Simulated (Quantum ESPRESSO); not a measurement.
CdO (Monteponite):

```
Cd O
1.0
     0.00000    2.34950    2.34950
     2.34950    0.00000    2.34950
     2.34950    2.34950    0.00000
Cd O
1 1
Cartesian
  -0.0257 0.0072 -0.0119
  2.3497 2.3373 2.3264
```

The cell isn't the ideal one: atoms moved at random, drawn with an rms of 0.05 Å.

Below is the output of Quantum ESPRESSO 7.5 for this cell. Logs are shortened: lines on timing, memory, paths and dates and some standing lists are left out, and cuts for length are marked.

```text
This program is part of the open-source Quantum ESPRESSO suite
     for quantum simulation of materials; please cite
         "P. Giannozzi et al., J. Phys.:Condens. Matter 21 395502 (2009);
         "P. Giannozzi et al., J. Phys.:Condens. Matter 29 465901 (2017);
         "P. Giannozzi et al., J. Chem. Phys. 152 154105 (2020);
     in publications or presentations arising from this work. More details at

     file Cd.pbe-dn-rrkjus_psl.0.3.1.UPF: wavefunction(s)  4D renormalized
     file O.pbe-n-kjpaw_psl.0.1.UPF: wavefunction(s)  2P renormalized

     G-vector sticks info
     --------------------
     sticks:   dense  smooth     PW     G-vecs:    dense   smooth      PW
     Sum        1285     649    199                30923    10969    1917

     Using Slab Decomposition

     bravais-lattice index     =            0
     lattice parameter (alat)  =       6.2790  a.u.
     unit-cell volume          =     175.0463 (a.u.)^3
     number of atoms/cell      =            2
     number of atomic types    =            2
     number of electrons       =        18.00
     number of Kohn-Sham states=           15
     kinetic-energy cutoff     =      60.0000  Ry
     charge density cutoff     =     480.0000  Ry
     scf convergence threshold =      4.0E-10
     mixing beta               =       0.5000
     number of iterations used =            8  plain     mixing
     Exchange-correlation= SLA  PW   PBX  PBC
                           (   1   4   3   4   0   0   0)

     celldm(1)=   6.278983  celldm(2)=   0.000000  celldm(3)=   0.000000
     celldm(4)=   0.000000  celldm(5)=   0.000000  celldm(6)=   0.000000

     crystal axes: (cart. coord. in units of alat)
               a(1) = (   0.000000   0.707107   0.707107 )
               a(2) = (   0.707107   0.000000   0.707107 )
               a(3) = (   0.707107   0.707107   0.000000 )

     reciprocal axes: (cart. coord. in units 2 pi/alat)
               b(1) = ( -0.707107  0.707107  0.707107 )
               b(2) = (  0.707107 -0.707107  0.707107 )
               b(3) = (  0.707107  0.707107 -0.707107 )

     PseudoPot. # 1 for Cd read from file:
     Cd.pbe-dn-rrkjus_psl.0.3.1.UPF
     Pseudo is Ultrasoft + core correction, Zval = 12.0
     Generated using "atomic" code by A. Dal Corso  v.5.0.99 svn rev. 10869
     Using radial grid of 1239 points,  6 beta functions with:
                l(1) =   0
                l(2) =   0
                l(3) =   1
                l(4) =   1
                l(5) =   2
                l(6) =   2
     Q(r) pseudized with 0 coefficients

     PseudoPot. # 2 for O  read from file:
     O.pbe-n-kjpaw_psl.0.1.UPF
     Pseudo is Projector augmented-wave + core cor, Zval =  6.0
     Generated using "atomic" code by A. Dal Corso  v.5.0.99 svn rev. 10869
     Shape of augmentation charge: BESSEL
     Using radial grid of 1095 points,  4 beta functions with:
                l(1) =   0
                l(2) =   0
                l(3) =   1
                l(4) =   1
     Q(r) pseudized with 0 coefficients

     atomic species   valence    mass     pseudopotential
     Cd               12.00   112.41400     Cd( 1.00)
     O                 6.00    15.99900     O ( 1.00)

     No symmetry found

   Cartesian axes

     site n.     atom                  positions (alat units)
         1        Cd     tau(   1) = (  -0.0077464   0.0021531  -0.0035879  )
         2        O      tau(   2) = (   0.7071803   0.7034454   0.7001644  )

     number of k points=   504  Fermi-Dirac smearing, width (Ry)=  0.0037

     Number of k-points >= 100: set verbosity='high' to print them.

     Dense  grid:    30923 G-vectors     FFT dimensions: (  45,  45,  45)

     Smooth grid:    10969 G-vectors     FFT dimensions: (  32,  32,  32)

     Initial potential from superposition of free atoms

     starting charge      17.9951, renormalised to      18.0000
     Starting wfcs are   13 randomized atomic wfcs +    2 random wfcs

     Self-consistent Calculation

     iteration #  1     ecut=    60.00 Ry     beta= 0.50
     Davidson diagonalization with overlap
     ethr =  1.00E-02,  avg # of iterations =  4.9

     total energy              =    -163.78958515 Ry
     estimated scf accuracy    <       0.34478885 Ry
[... 26 lines left out ...]
     total energy              =    -163.91432166 Ry
     estimated scf accuracy    <       0.00000455 Ry

     iteration #  6     ecut=    60.00 Ry     beta= 0.50
     Davidson diagonalization with overlap
     c_bands:  1 eigenvalues not converged
     ethr =  2.53E-08,  avg # of iterations =  4.2

     total energy              =    -163.91432645 Ry
     estimated scf accuracy    <       0.00000114 Ry

     iteration #  7     ecut=    60.00 Ry     beta= 0.50
     Davidson diagonalization with overlap
     ethr =  6.31E-09,  avg # of iterations =  2.1
[... 25 lines left out ...]
     iteration # 11     ecut=    60.00 Ry     beta= 0.50
     Davidson diagonalization with overlap
     ethr =  7.79E-12,  avg # of iterations =  2.0

     End of self-consistent calculation

     Number of k-points >= 100: set verbosity='high' to print the bands.

     the Fermi energy is    10.0189 ev

!    total energy              =    -163.91432669 Ry
     estimated scf accuracy    <          5.4E-11 Ry
     smearing contrib. (-TS)   =      -0.00003947 Ry
     internal energy E=F+TS    =    -163.91428722 Ry

     The total energy is F=E-TS. E is the sum of the following terms:
     one-electron contribution =     -24.37227598 Ry
     hartree contribution      =      31.01808764 Ry
     xc contribution           =     -50.43058871 Ry
     ewald contribution        =    -110.60272860 Ry
     one-center paw contrib.   =      -9.52678157 Ry

     convergence has been achieved in  11 iterations

     Forces acting on atoms (cartesian axes, Ry/au):

     atom    1 type  1   force =     0.00379337   -0.00281044   -0.00161645
     atom    2 type  2   force =    -0.00379337    0.00281044    0.00161645

     Total force =     0.007057     Total SCF correction =     0.000001

     Computing stress (Cartesian axis) and pressure

          total   stress  (Ry/bohr**3)                   (kbar)     P=       66.85
   0.00045869   0.00000189   0.00000109           67.48        0.28        0.16
   0.00000189   0.00045416  -0.00000081            0.28       66.81       -0.12
   0.00000109  -0.00000081   0.00045044            0.16       -0.12       66.26

=------------------------------------------------------------------------------=
   JOB DONE.
=------------------------------------------------------------------------------=
```

Task: What input gives this log?

Result: Single point with PBE, no spin polarisation. The files as run (others can give the same):

pw.in
```
&CONTROL
  calculation = 'scf'
  prefix = 'pwscf'
  outdir = './tmp'
  pseudo_dir = './pseudo'
  tprnfor = .true.
  tstress = .true.
  disk_io = 'nowf'
/
&SYSTEM
  ibrav = 0
  nat = 2
  ntyp = 2
  ecutwfc = 60
  ecutrho = 480
  nbnd = 15
  occupations = 'smearing'
  smearing = 'fd'
  degauss = 0.00367493
/
&ELECTRONS
  conv_thr = 4d-10
  electron_maxstep = 120
  mixing_beta = 0.5
/
ATOMIC_SPECIES
Cd   112.4140 Cd.pbe-dn-rrkjus_psl.0.3.1.UPF
O     15.9990 O.pbe-n-kjpaw_psl.0.1.UPF
CELL_PARAMETERS angstrom
   0.0000000000    2.3495000000    2.3495000000
   2.3495000000    0.0000000000    2.3495000000
   2.3495000000    2.3495000000    0.0000000000
ATOMIC_POSITIONS crystal
Cd     0.0044630000   -0.0095370000   -0.0014180000
O      0.4924500000    0.4977320000    0.5023720000
K_POINTS automatic
10 10 10 0 0 0
```

Potentials or basis: SSSP 1.3 efficiency PBE.
Command:
```sh
$ OMP_NUM_THREADS=1 pw.x -in pw.in > pw.out
```
